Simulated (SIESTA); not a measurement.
The system is HgSe.

```
Hg Se
1.0
     0.00000    3.03900    3.03900
     3.03900    0.00000    3.03900
     3.03900    3.03900    0.00000
Hg Se
1 1
Direct
  0.00000 0.00000 0.00000
  0.75000 0.75000 0.75000
```

Base run:

```yaml
Program: SIESTA 5.4.2
Functional: PBE
Potentials_or_basis: PseudoDojo 0.4 standard (PBE files)
Basis: DZP (energy shift 0.002 Ry)
Grid_cutoff: 800 Ry
Energy_shift: 0.002 Ry
k_mesh: 8 × 8 × 8
Occupations: fermi-dirac, width 0.05 eV
Spin: no spin polarisation
```

Its results: band gap on the k mesh none (metal or under the smearing width); pressure 6.5 GPa.

Question: The run is repeated on the same cell with these changes: basis from DZP (energy shift 0.002 Ry) to TZDP (energy shift 0.01 Ry); energy shift from 0.002 Ry to 0.01 Ry. What comes out?

Answer: Band gap on the k mesh 0.12 eV, direct; pressure 1.4 GPa.

Caveats: semicore shells carry a single zeta, which can move pressures by several GPa and volumes by a few percent; the valence orbitals were made in a potential fitted to the semicore shell under them, which widens gaps by tenths of an eV or more; spin-orbit coupling is left out, which moves the levels of the heavy elements; the basis of atomic orbitals isn't converged, which shifts pressures, moduli and gaps.
